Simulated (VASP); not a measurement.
# AgCl (Chlorargyrite): single point with LDA

**What was measured.**

A printed reference work, data compilation reports, for a bulk crystal of AgCl: band gap 3.249 eV (indirect).

The system is AgCl (Chlorargyrite).

```
Ag Cl
1.0
     0.00000    2.73500    2.73500
     2.73500    0.00000    2.73500
     2.73500    2.73500    0.00000
Ag Cl
1 1
Direct
  0.00000 0.00000 0.00000
  0.50000 0.50000 0.50000
```

```json
{"Program": "VASP 6.6.1", "Task": "single point", "Functional": "LDA", "Potentials or basis": "VASP PAW LDA potentials, release 64 (Ag, Cl)", "Cutoff": "500 eV", "k mesh": "8 × 8 × 8", "Occupations": "gaussian, width 0.02 eV", "Spin": "no spin polarisation"}
```

| Property | Result |
| --- | --- |
| Pressure | -3.8 GPa |
| Band gap on the k mesh | 0.64 eV, indirect (least direct gap 3.11 eV) |

Levels at points of the mesh, in eV from the valence-band top:
```
           k point  band 6  band 7  band 8  band 9  band 10  band 11  band 12  band 13
(0.00, 0.00, 0.00)   -2.66   -2.48   -2.48   -2.48     0.64    10.73    10.73    10.73
(0.50, 0.00, 0.00)   -2.28   -1.94    0.00    0.00     3.86     6.57     7.37     7.37
(0.50, 0.50, 0.00)   -2.44   -2.14   -2.14   -2.03     2.05     7.80     8.52    11.44
```

It took 9.2 s on 1 thread of Intel(R) Xeon(R) 6975P-C (Granite Rapids), on a shared host, peak memory 0.15 GiB.

Against the measured gap of AgCl, 3.249 eV (indirect; a printed reference work, data compilation), the calculated 0.64 eV is off by -2.61 eV. So large a miss can be the level of theory's own, or it may mean another phase, state or a wrong row. Spin-orbit coupling on Ag is left out. The value is that of LDA on a finite k mesh, which can miss the band edges, without temperature or zero-point motion. Semilocal functionals fall short of measured gaps as a rule.
